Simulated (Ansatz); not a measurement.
HfN, one cell by several methods

```
CELL_PARAMETERS angstrom
0.00000 2.25900 2.25900
2.25900 0.00000 2.25900
2.25900 2.25900 0.00000
ATOMIC_POSITIONS crystal
Hf 0.00000 0.00000 0.00000
N 0.50000 0.50000 0.50000
```

Atom numbers follow the list: Hf1, N2.

The cell comes from COD entry 1539063, which wasn't checked; take it as a given geometry.

Spin polarisation is left out, and whether a magnetic state lies lower isn't shown here.

No spin–orbit coupling, which matters for the heavy atoms here.

All numbers are computed: DFT, PBE, PAW with Ansatz's default frozen-core files, scalar-relativistic (Ansatz 0.2.0); DFT, PBE, all-electron LAPW, scalar-relativistic (Ansatz 0.2.0).

For PAW: a Γ-centred 10×10×10 k mesh, Fermi–Dirac smearing of 0.03 eV, cutoff 420 eV, no spin polarisation. LAPW targets a basis error of 1 meV/atom. The Ansatz runs share mesh, smearing and spin set-up. Plane-wave (PAW) pressures include the program's estimate of the Pulay term.

Stress and pressure are positive in compression.

Levels count from the Fermi level.

PAW results:

```tsv
quantity	PAW
pressure (GPa)	5.44
highest filled level at Γ (eV)	-0.406
highest filled level at X (eV)	-3.698
lowest empty level at X (eV)	4.048
highest filled level at L (eV)	-6.264
lowest empty level at L (eV)	3.201
```

Problem. What does LAPW (all electrons) give for the same quantities?

Solution. 
| quantity | LAPW |
| --- | --- |
| pressure (GPa) | 5.50 |
| highest filled level at Γ (eV) | -0.409 |
| highest filled level at X (eV) | -3.695 |
| lowest empty level at X (eV) | 4.044 |
| highest filled level at L (eV) | -6.263 |
| lowest empty level at L (eV) | 3.200 |
